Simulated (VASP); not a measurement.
Crystal: Ni.

```xyz
2
Lattice="1.5108 0.8723 2.8017 -1.5108 0.8723 2.8017 0.0000 -1.7446 2.8017" Properties=species:S:1:pos:R:3 pbc="T T T"
Ni    0.0000    0.0000    1.9125
Ni    0.0000    0.0000    6.4925
```

The cell was built by a generator and needn't be a form met in nature.

| Item | Value |
| --- | --- |
| Program | VASP 6.6.1 |
| Task | relaxation of cell and atoms |
| Functional | PBEsol |
| Potentials or basis | VASP PAW PBE potentials, release 64 (Ni) |
| Cutoff | 600 eV |
| k mesh | 6 × 6 × 6 |
| Occupations | gaussian, width 0.1 eV |
| Spin | no spin polarisation |

At the start: pressure 30.7 GPa; volume 11.08 Å³/atom.

Question: Where does the relaxation end?

Answer: Over 30 steps the energy falls by 1132.1 meV/atom and the volume is 10.28 Å³/atom (-7.2 %); space group Fm-3m (No. 225, to 0.05 Å).

The path:
```
step  energy change (eV)  largest force (eV/Å)  pressure (GPa)  volume (Å³)
   1              0.0000                4.4815           30.68        22.15
   2             -0.2889                0.0910          -22.12        29.65
   3             -0.6845                0.7856           -9.40        25.62
   4             -0.6860                0.8633           -8.40        25.47
   5             -0.6861                0.9127           -7.85        25.38
   6             -0.8077                0.5186           -0.56        23.80
   7             -0.8201                0.1936            4.64        23.07
   8             -0.8208                0.2742            3.49        23.21
   9             -0.8594                0.3073            0.32        23.48
  10             -0.8664                0.6394           -0.66        23.62
  11             -0.9044                0.7508           -1.68        23.69
  12             -1.0698                1.1550           -5.64        23.82
  13             -1.4842                1.8791          -11.26        23.68
  14             -1.6469                2.6708            3.43        22.12
  15             -1.7202                2.4770           -6.99        22.96
  16             -1.7545                2.3444           -8.08        22.93
  17             -1.8038                2.0040           -8.14        22.80
  18             -1.8061                1.9155           -7.97        22.77
  19             -1.8428                1.8962           -7.67        22.62
  20             -1.9485                1.8141           -6.87        22.18
  21             -2.1279                1.5064           -3.79        21.30
  22             -2.1815                0.2227           14.16        19.57
  23             -2.2250                0.8936            3.11        20.38
  24             -2.2295                0.6748            5.45        20.18
  25             -2.2537                0.2625            1.25        20.48
  26             -2.2589                0.0037           -1.44        20.71
  27             -2.2620                0.0311           -0.58        20.62
  28             -2.2636                0.0803            1.20        20.47
  29             -2.2637                0.0682            0.69        20.51
  30             -2.2641                0.0316            0.06        20.56
```

Final structure:
```xyz
2
Lattice="1.2192 0.7039 3.9929 -1.2192 0.7039 3.9929 0.0000 -1.4078 3.9929" Properties=species:S:1:pos:R:3 pbc="T T T"
Ni    0.0000    0.0000    2.9933
Ni    0.0000    0.0000    8.9855
```

Caveat: the k mesh is coarse (spacing up to 0.42 Å⁻¹), so the values aren't converged; the PAW data sets were made with another functional, which shifts forces and pressure a little; the run has no spin polarisation, though such a crystal can be magnetic.
